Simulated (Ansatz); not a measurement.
# MgH2 (P4_122) at 2 levels of theory

One geometry, relaxed with PBE; plane waves with PAW potentials in Ansatz, scalar-relativistic. No spin polarisation. Gaps are the least over mesh and band path; pressure is positive in compression.

```cif
data_structure
_symmetry_space_group_name_H-M 'P4_122'
_symmetry_Int_Tables_number 91
_cell_length_a 6.7961
_cell_length_b 6.7961
_cell_length_c 5.4135
_cell_angle_alpha 90.000
_cell_angle_beta 90.000
_cell_angle_gamma 90.000
_cell_volume 250.03
loop_
_atom_site_label
_atom_site_type_symbol
_atom_site_symmetry_multiplicity
_atom_site_Wyckoff_symbol
_atom_site_fract_x
_atom_site_fract_y
_atom_site_fract_z
_atom_site_occupancy
Mg1 Mg 4 a 0.34807 0.00000 0.75000 1
H1 H 4 b 0.50000 0.09521 0.50000 1
H2 H 4 c 0.19608 0.19608 0.87500 1
```

```
level  cutoff (eV)  k mesh  gap (eV)  pressure (GPa)
  PBE          420   4×4×4      5.12             0.0
```

Task: What comes out on the same cell with PBEsol?

Result:
```
 level  cutoff (eV)  k mesh  gap (eV)  pressure (GPa)
PBEsol          420   4×4×4      4.94            -0.2
```

It was reached by relaxing an invented guess, and it needn't be the stable form of this composition.
